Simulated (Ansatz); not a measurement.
Something may be wrong with this Ansatz 0.2.0 calculation of CoSi2.

File input.yaml:

```yaml
crystal:
  lattice:
    - [0.0, 2.678, 2.678]
    - [2.678, 0.0, 2.678]
    - [2.678, 2.678, 0.0]
  atoms:
    - { symbol: Co, position: [0.0, 0.0, 0.0], spin: 2.0 }
    - { symbol: Si, position: [0.75, 0.75, 0.75] }
    - { symbol: Si, position: [0.25, 0.25, 0.25] }
hamiltonian:
  xc: r2scan
  pseudopotentials: { kind: paw }
magnetization:
  spin_polarized: true
kpoints:
  mp_grid: { grid: [9, 9, 9] }
  band_path:
    path:
      - [[0.0, 0.0, 0.0], [0.5, 0.0, 0.5], [0.5, 0.25, 0.75], [0.375, 0.375, 0.75], [0.0, 0.0, 0.0], [0.5, 0.5, 0.5], [0.625, 0.25, 0.625], [0.5, 0.25, 0.75], [0.5, 0.5, 0.5], [0.375, 0.375, 0.75]]
      - [[0.625, 0.25, 0.625], [0.5, 0.0, 0.5]]
    npoints: 14
scf:
  occupations: { method: fixed }
  n_extra_bands: 7
  max_iter: 50
output:
  forces: true
  stress: true
  eigenvalues: true
  fatbands: true
```

Potentials or basis: Ansatz PAW.

Run with:

```bash
$ ansatz run input.yaml --threads 2 --pin off --max-ram 5632MiB --backend cpu --events-out ev --progress --plain --runs-dir out
```

Output:

```text
Error: inconsistent input (scf.occupations.method, magnetization): a σ = 0 step fill (method: fixed, or a smearing width below the step floor) cannot realise an odd electron count (25) without a locked total moment — the per-k integer fill puts the same N_el/2 bands in each spin channel; set magnetization.spin_polarized: true with magnetization.spin_locking.lock_magnetization: hard and an odd magnetization.initial_magnetization (the unpaired electron then fills one channel), or use a smearing method with a finite width, such as fermi_dirac
```

Question: How did it end, and where is the flaw?

Answer: The input was rejected before any iteration. The input holds a flaw that was put in on purpose: fixed occupations whatever the gap (scf.occupations = method fixed).

A sound run on the same cell differs in these lines of the main input:
```diff
@@ -23 +23 @@
-  occupations: { method: fixed }
+  occupations: { method: fermi_dirac, width: 0.05 }
@@ -25 +24,0 @@
-  max_iter: 50
```
